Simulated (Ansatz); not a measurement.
Runs of Ansatz 0.2.0 on RbBr. Symmetry: Fm-3m, No. 225, cubic system. The conventional cell has a = 6.854 Å, b = 6.854 Å, c = 6.854 Å, α = 90.00°, β = 90.00°, γ = 90.00°. Rb (site symmetry m-3m) has 6 Br at 3.43 Å as nearest neighbours. Around Br (site symmetry m-3m) lie 6 Rb at 3.43 Å. 

| task | potentials or basis | spin | cell | cutoff (eV) | gap on the mesh (eV) | pressure (GPa) | relaxed volume (Å³/atom) |
| --- | --- | --- | --- | --- | --- | --- | --- |
| band structure | all-electron LAPW, scalar-relativistic | off | as given | 119 | 4.36 | 1.0 | - |
| relaxation of cell and atoms | all-electron LAPW, scalar-relativistic | off | relaxed | - | 4.19 | 0.0 | 43.18 |
| relaxation of cell and atoms | all-electron LAPW, relativistic spinors | SOC, no magnetisation | relaxed | - | (a) | 0.0 | 43.18 |
| band structure | all-electron LAPW, relativistic spinors | SOC, no magnetisation | as given | 119 | 4.20 | 1.0 | - |

Alike in all rows: level PBE; k mesh 5 × 5 × 5; smearing fermi-dirac 0.05 eV; basis error allowed 0.001 eV/atom.

Q: Fill in the values left out.

A: (a) 4.03.

Caveats: an odd mesh through Γ misses points on the zone boundary, where band edges often lie (some runs).

A k mesh can miss the band edges, and rows without SOC leave out spin-orbit coupling on Br, Rb.

The runs don't all hold the same shells in valence.
